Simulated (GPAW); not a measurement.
Crystal: Fe.

```xyz
1
Lattice="-1.4430 1.4430 1.4430 1.4430 -1.4430 1.4430 1.4430 1.4430 -1.4430" Properties=species:S:1:pos:R:3 pbc="T T T"
Fe    0.0000    0.0000    0.0000
```

Base run:

- Program: GPAW 26.7.0
- Functional: PBEsol
- Potentials or basis: PAW data sets generated in the run's folder for this functional
- Cutoff: 600 eV
- Basis: pw
- k mesh: 13 × 13 × 13
- Occupations: fermi-dirac, width 0.05 eV
- Spin: collinear spin, ferromagnetic start
- Starting moments: [3.0] μB
- Hubbard terms: Fe d U = 1 eV

Its results: pressure -5.7 GPa; net moment 2.65 μB per cell; site moments Fe +2.71 μB.

Question: After a change of settings the same cell gave: pressure -2.7 GPa; net moment 2.69 μB per cell; site moments Fe +2.81 μB. Which change was it?
A. hubbard terms from Fe d U = 1 eV to Fe d U = 2 eV
B. hubbard terms from Fe d U = 1 eV to none
C. hubbard terms from Fe d U = 1 eV to Fe d U = 6 eV

Answer: A.

Caveats: the U is typed as a test and isn't derived for this compound.
